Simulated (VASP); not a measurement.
# How uniaxial stress along [001] changes GaN (F-43m), part 2 of 2

Wanted: the response of GaN to uniaxial stress along [001], as a table, with a fit that predicts a row left out.

VASP 6.6.1, plane waves and PAW; the level of theory is named at each step.

So far: The starting structure; Relax the crystal, LDA; Strain across the axis, LDA; Band edges, TB-mBJ with spin-orbit coupling; Band edges, r2SCAN with spin-orbit coupling.

## Step 5: Band edges, r2SCAN with spin-orbit coupling (continued)

Level of this step: r2SCAN, spin-orbit coupling; plane waves and PAW (Ga_d, N); cell typed or built by script (VASP).

OUTCAR, selected parts (step 5):

```text
  Total        0.9030448      0.9030448      1.3403815      0.0000000      0.0000000      0.0000000
  in kB       65.4851825     65.4851825     97.1990835      0.0000000      0.0000000      0.0000000
  external PRESSURE =      76.0564828 kB  Pullay stress =       0.0000000 kB

 POSITION                                       TOTAL-FORCE (eV/Angst)
 -----------------------------------------------------------------------------------
      0.00000      0.00000      0.00000         0.000000      0.000000      0.000000
      1.12382      1.12382      1.09335        -0.000000     -0.000000     -0.000000
 -----------------------------------------------------------------------------------
    total drift:                               -0.000001     -0.000001     -0.000002

  FREE ENERGIE OF THE ION-ELECTRON SYSTEM (eV)
  ---------------------------------------------------
  free  energy   TOTEN  =      -156.9928343469 eV

  energy  without entropy=     -156.9928343469  energy(sigma->0) =     -156.99283435

[... 2 parts as in an earlier step ...]

[... 1 further part left out ...]
[key lines of the parts left out:]
E-fermi :   5.7208
```

This run gave:

- energy(sigma→0) of the program: -156.9928 eV
- stress, compression positive: xx, yy, zz 6.55, 6.55, 9.72 GPa

The run ends at a pressure of 7.61 GPa.

## Step 6: The table

Runs beyond LDA use the data sets made with LDA; this shifts their levels slightly, and their total energies have another zero (at TB-mBJ, which has no energy functional, they mean nothing).

The other members went through these steps as far as the tables show, with the same cutoff and, step by step, the same mesh; 41 runs are not shown. The session took 7.6 core hours (wall time by ranks) on a shared machine.

```tsv
strain along the axis (%)	strain across the axis (%)	stress along the axis, tension positive (GPa)	energy above the unstrained row (meV/atom)	gap on the mesh, LDA (eV)
-2.000	0.731	-3.309	2.435	1.892
-1.500	0.545	-2.520	1.397	1.904
-1.000	0.362	-1.704	0.639	1.915
-0.500	0.181	-0.865	0.172	1.928
0	0.000	-0.010	0.000	1.940
0.500	-0.174	0.884	0.135	1.919
1.000	-0.348	1.794	0.579	1.899
1.500	-0.520	2.729	1.337	1.877
2.000	-0.689	3.687	2.415	1.855
```

Slopes at zero strain, from cubics through all rows: strain ratio -0.355, stress over strain 175 GPa.

Band edges at TB-mBJ with spin-orbit coupling, counted from the valence-band top at Γ, spin-orbit pairs averaged, with one row partly withheld:

```tsv
strain along the axis (%)	gap (eV)	conduction band at Γ (eV)	Δ or X valley along z (eV)	Δ or X valley along x (eV)	lowest conduction level at L, [111] (eV)	lowest conduction level at L, [-111] (eV)	second valence level below the top (eV)	third valence level below the top (eV)
-2.000	2.994	2.994	4.449	4.611	6.142	6.142	0.115	0.119
-1.500	3.006	3.006	4.492	4.614	6.160	6.160	0.086	0.090
-1.000	?	?	4.537	4.618	6.175	6.175	0.058	0.062
-0.500	3.029	3.029	4.582	4.622	6.189	6.189	0.028	0.032
0	3.039	3.039	4.626	4.626	6.199	6.199	0.000	0.005
0.500	3.020	3.020	4.643	4.602	6.178	6.178	0.003	0.032
1.000	3.001	3.001	4.659	4.578	6.154	6.154	0.003	0.063
1.500	2.981	2.981	4.676	4.555	6.128	6.128	0.003	0.095
2.000	2.960	2.960	4.694	4.531	6.099	6.099	0.003	0.126
```

Conduction masses, in electron masses:

```tsv
strain along the axis (%)	conduction mass at Γ, along the strain axis or the normal of the plane	conduction mass at Γ, across the strain axis or in the plane
-2.000	0.234	0.240
-1.500	0.237	0.239
-1.000	0.234	0.237
-0.500	0.235	0.237
0	0.235	0.235
0.500	0.235	0.234
1.000	0.237	0.234
1.500	0.236	0.233
2.000	0.235	0.231
```

Band edges at r2SCAN with spin-orbit coupling, counted from the valence-band top at Γ, spin-orbit pairs averaged:

```tsv
strain along the axis (%)	gap (eV)	conduction band at Γ (eV)	Δ or X valley along z (eV)	Δ or X valley along x (eV)	lowest conduction level at L, [111] (eV)	lowest conduction level at L, [-111] (eV)	second valence level below the top (eV)	third valence level below the top (eV)
-2.000	2.280	2.280	3.578	3.765	5.313	5.313	0.120	0.127
-1.500	2.291	2.291	3.626	3.766	5.332	5.332	0.090	0.097
-1.000	2.302	2.302	3.674	3.768	5.348	5.348	0.060	0.067
-0.500	2.315	2.315	3.728	3.775	5.365	5.365	0.029	0.036
0	2.322	2.323	3.774	3.774	5.372	5.372	0.000	0.009
0.500	2.301	2.302	3.794	3.748	5.349	5.349	0.005	0.036
1.000	2.280	2.281	3.815	3.721	5.324	5.324	0.005	0.068
1.500	2.259	2.259	3.836	3.696	5.296	5.296	0.005	0.101
2.000	2.236	2.237	3.857	3.670	5.264	5.264	0.005	0.135
```

Conduction masses, in electron masses:

```tsv
strain along the axis (%)	conduction mass at Γ, along the strain axis or the normal of the plane	conduction mass at Γ, across the strain axis or in the plane
-2.000	0.180	0.186
-1.500	0.179	0.183
-1.000	0.181	0.184
-0.500	0.182	0.183
0	0.181	0.181
0.500	0.181	0.180
1.000	0.182	0.179
1.500	0.181	0.177
2.000	0.182	0.177
```

## Step 7: Fit and prediction

The quantity to fit is the conduction level at Γ above the mean of the three top valence levels at TB-mBJ with spin-orbit coupling: 3.072, 3.065, 3.049, 3.041, 3.032, 3.023, 3.013, 3.003 eV in the rows shown.

Fitting a parabola to the 8 known rows (e: strain in %) gives E = − 8.62e-4 e² − 0.01714 e + 3.041 in eV; the residuals are 1.1e-4 eV r.m.s.

At e = -1 this predicts 3.0572 eV.

## Step 8: Prediction against calculation

The calculation gives 3.0570 eV, so the prediction is 0.0002 eV too high.

## Step 9: Summary of results

| Quantity | Value |
| --- | --- |
| Poisson ratio | 0.355 |
| Young's modulus along the axis | 175 GPa |
| gap of the unstrained cell, TB-mBJ with spin-orbit coupling | 3.04 eV |
| gap of the unstrained cell, r2SCAN with spin-orbit coupling | 2.32 eV |
| slope at zero strain of the conduction level at Γ above the mean of the three top valence levels, TB-mBJ with spin-orbit coupling | -17 meV per % |
| error of the predicted row | 0.2 meV |

**Reading.** As a check, the curvature of the energy gives 176 GPa for the same modulus (energy per volume = E/2 × strain²), 0 % from the slope of the stress. At TB-mBJ with spin-orbit coupling the lowest conduction valley is Γ throughout, and the gap runs between 2.96 and 3.04 eV. At r2SCAN with spin-orbit coupling the lowest conduction valley is Γ throughout, and the gap runs between 2.24 and 2.32 eV. Hole masses are left out throughout, since the top bands are degenerate or cross in many series; of conduction masses, those of the Γ, L and (for Si and Ge under (001) strain) Δ valleys are kept where they change by under an eighth between rows. TB-mBJ is a potential fitted for gaps; it has no energy functional, so its total energies and forces mean nothing, and its bands tend to come out too narrow. r2SCAN opens gaps somewhat over GGA but leaves them below measured values as a rule. Δ or X levels are the lowest on their line, refined by a parabola unless they lie at X; the gap is read from all points sampled and can differ from the lowest valley by some meV, or by tens of meV where strain moves the valence top off Γ. Temperature, zero-point motion and excitons are left out.

[Lines on the potential files, build, host, timing and source positions are cut from VASP's logs without a mark.]

[Logs are printed without paths, hosts, clocks, repeated set-up lines and the standing remarks that a program may print on its own settings, such as how far it seeks lower states.]

[Hosts, paths, dates, database ids (printed as entryN), source tags and the programs' standing remarks are cut or masked in the printed files.]

[In band tables of VASP the shares of atoms and orbitals are scaled to a sum of 1 inside the atoms' spheres.]
